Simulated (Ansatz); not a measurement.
Input and output of a single-point calculation on GaAs (started from an entry of an open crystallographic database) (the plane-wave code Ansatz, Hartree-Fock). Cell and atoms come from a relaxation with r2SCAN.

input.yaml:
```yaml
crystal:
  lattice:
    - [0.0, 2.8330831922, 2.8330831922]
    - [2.8330831922, 0.0, 2.8330831922]
    - [2.8330831922, 2.8330831922, 0.0]
  atoms:
    - { symbol: Ga, position: [0.0, 0.0, 0.0] }
    - { symbol: As, position: [0.25, 0.25, 0.25] }
kpoints:
  mp_grid: { grid: [6, 6, 6] }
  band_path:
    path:
      - [0.0, 0.0, 0.0]
      - [-0.5, -0.5, 0.0]
      - [-0.375, -0.375, 0.25]
      - [-0.375, 0.0, 0.375]
      - [0.0, 0.0, 0.5]
      - [-0.5, -0.25, 0.25]
    npoints: 1
hamiltonian:
  xc: hf
scf:
  occupations: { method: fixed }
  n_extra_bands: 4
output:
  forces: true
  stress: true
  eigenvalues: true
```

Run as `ansatz run input.yaml --threads 2 --pin off --max-ram 2211MiB --backend cpu --events-out ev --progress --plain --runs-dir out`.

The log, with set-up remarks and timings taken out:
```
Functional definition: HF
Crystal: 2 atoms, lattice volume = 45.479 Å³
Basis set: ecut = 420 eV, 893 PW (Γ)
Bands: 18, of which v1, the nominal top of the filled ones, is band 14 counted from 1 (13 counted from 0)
Symmetry: 24 space group operations
Space group: F-43m (ITA 216)
k-points: 16 of 216 (time reversal used)
[warm-up without exact exchange]
SCF iter   1: HF=-8554.872098 eV  Δρ=5.73e-3  dr2=5.09e-3
SCF iter   2: HF=-8554.861942 eV  Δρ=1.34e-3  dr2=8.66e-4
SCF iter   3: HF=-8554.861547 eV  Δρ=8.28e-4  dr2=1.36e-4
SCF iter   4: HF=-8554.861566 eV  Δρ=2.53e-4  dr2=1.74e-5
SCF iter   5: HF=-8554.861570 eV  Δρ=8.34e-5  dr2=1.26e-6
SCF 1 stopped early in 5 iterations: F = -8554.861572 eV  dr2 = 1.26e-6
[exact exchange on]
SCF iter   1: HF=-8562.531099 eV  Δρ=3.22e-2  dr2=1.77e-1
SCF iter   2: HF=-8562.362341 eV  Δρ=9.56e-3  dr2=1.28e-1
SCF iter   3: HF=-8562.802330 eV  Δρ=1.42e-2  dr2=5.39e-2
SCF iter   4: HF=-8562.843814 eV  Δρ=7.78e-3  dr2=1.44e-2
SCF iter   5: HF=-8562.846642 eV  Δρ=1.47e-3  dr2=9.73e-4
SCF iter   6: HF=-8562.845708 eV  Δρ=8.54e-4  dr2=3.43e-4
SCF 2 stopped early in 6 iterations: F = -8562.845141 eV  dr2 = 3.43e-4
hybrid outer 1: dexx = +7.679e-1 eV, tail = 1.57e-2 eV
SCF iter   1: HF=-8562.850406 eV  Δρ=6.62e-4  dr2=4.79e-4
SCF iter   2: HF=-8562.851527 eV  Δρ=6.97e-4  dr2=3.05e-4
SCF iter   3: HF=-8562.851522 eV  Δρ=1.25e-4  dr2=9.19e-6
SCF iter   4: HF=-8562.851531 eV  Δρ=4.52e-5  dr2=3.35e-6
SCF 3 stopped early in 4 iterations: F = -8562.851529 eV  dr2 = 3.35e-6
hybrid outer 2: dexx = +1.395e-3 eV, tail = 1.34e-4 eV, Δε = 9.74e-2 eV
SCF iter   1: HF=-8562.851537 eV  Δρ=9.64e-5  dr2=5.29e-6
SCF iter   2: HF=-8562.851545 eV  Δρ=9.60e-5  dr2=2.93e-6
SCF iter   3: HF=-8562.851545 eV  Δρ=9.86e-6  dr2=1.19e-7
SCF 4 stopped early in 3 iterations: F = -8562.851545 eV  dr2 = 1.19e-7
hybrid outer 3: dexx = +1.284e-5 eV, tail = 1.35e-6 eV, Δε = 1.03e-2 eV
SCF iter   1: HF=-8562.851544 eV  Δρ=9.99e-6  dr2=1.28e-7
SCF iter   2: HF=-8562.851544 eV  Δρ=8.99e-6  dr2=8.19e-8
SCF iter   3: HF=-8562.851544 eV  Δρ=1.99e-6  dr2=6.21e-9
SCF 5 converged in 3 iterations: F = -8562.851544 eV  dr2 = 6.21e-9
hybrid outer 4: dexx = +3.415e-7 eV, tail = 2.66e-8 eV, Δε = 1.59e-3 eV
NSCF: frozen V_eff on 6 k-points
hybrid SCF converged: 4 outer / 16 inner (+5 warm-up)
Free energy (F): -8562.851544 eV
Fermi energy:    6.239220 eV
--- Stress (GPa, compression-positive) ---
        4.090136       0.000000       0.000000
        0.000000       4.090136       0.000000
        0.000000       0.000000       4.090136
  P = ⅓ Tr σ = 4.0901 GPa (40.901 kbar)
```

Levels at the listed points, from bands.tsv (eV from the Fermi energy, bands near the gap, counted from 0):
```tsv
# k_distance	band_9	band_10	band_11	band_12	band_13	band_14	band_15	band_16	band_17
# fermi_ev = 6.239220
# [0, 0, 0] at k_distance = 0.000000
# [-0.5, -0.5, 0] at k_distance = 1.108895
# [-0.375, -0.375, 0.25] at k_distance = 1.500949
# [-0.375, 0, 0.375] at k_distance = 2.180006
# [0, 0, 0.5] at k_distance = 2.859063
# [-0.5, -0.25, 0.25] at k_distance = 3.643170
# levels_relative_to = fermi_ev
0.000	-25.386	-17.602	0.000	0.000	0.000	7.408	10.134	10.134	10.134
1.109	-25.380	-14.119	-9.099	-3.582	-3.582	7.124	7.551	18.747	18.747
1.501	-25.383	-14.180	-8.792	-5.126	-2.999	7.874	11.279	15.674	15.757
2.180	-25.383	-14.180	-8.792	-5.126	-2.999	7.874	11.279	15.674	15.757
2.859	-25.386	-15.184	-8.922	-1.498	-1.498	7.288	11.107	11.107	14.541
3.643	-25.385	-14.046	-8.764	-4.732	-4.349	10.865	11.870	12.521	12.584
```
In order the rows are Γ, X, U, K, L, W.

The Hartree-Fock gap is indirect, 7.12 eV (Γ to X), below the direct gap of 7.41 eV at Γ. The gap is the least over the mesh and the extra points. The mean pressure is +4.1 GPa (compression positive), so Hartree-Fock would enlarge the cell's volume. (The program warns that its thresholds are loose for a hybrid's stress.)

The values are computed, spin-unpolarised, and not measurements.

The runs are scalar-relativistic, without spin-orbit coupling.

The meshes of the hybrids are coarse, so their gaps aren't converged to the digits shown.
